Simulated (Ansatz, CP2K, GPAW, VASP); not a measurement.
TiO2: programs and potentials compared

```
Ti O
1.0
     4.59984    0.00000    0.00000
     0.00000    4.59984    0.00000
     0.00000    0.00000    2.95921
Ti O
2 4
Direct
  0.00000 0.00000 0.50000
  0.50000 0.50000 0.00000
  0.30432 0.30432 0.50000
  0.19568 0.80432 0.00000
  0.80432 0.19568 0.00000
  0.69568 0.69568 0.50000
```

The cell is a database's computed one, not the measured one.

Alike in all runs: task single point; functional PBE; k mesh 6 × 6 × 9; occupations gaussian, width 0.012 eV; no spin polarisation; no spin-orbit coupling. Pressure is positive in compression and, in plane waves, holds the error of the finite cutoff, which Ansatz's Pulay term estimates and takes out.

```csv
program and potentials,plane-wave cutoff (eV),notes,pressure (GPa)
"Ansatz, Ansatz PAW",420,Pulay term of +0.73 GPa included,4.25
"CP2K, POTENTIAL_UZH Ti GTH-PBE-q12, O GTH-PBE-q6; TZVP-MOLOPT-PBE-GTH basis",-,atomic basis,5.22
"VASP, PBE PAW files O, Ti_sv, 520 eV",520,-,4.93
"GPAW, GPAW PAW data sets (gpaw-data 1.2.1)",800,-,?
```

Problem. Estimate from the other rows what the run with GPAW, GPAW PAW data sets (gpaw-data 1.2.1) gave.

Solution. Pressure 5.33 GPa. The other rows, which needn't bracket it: pressure 4.25 to 5.22.
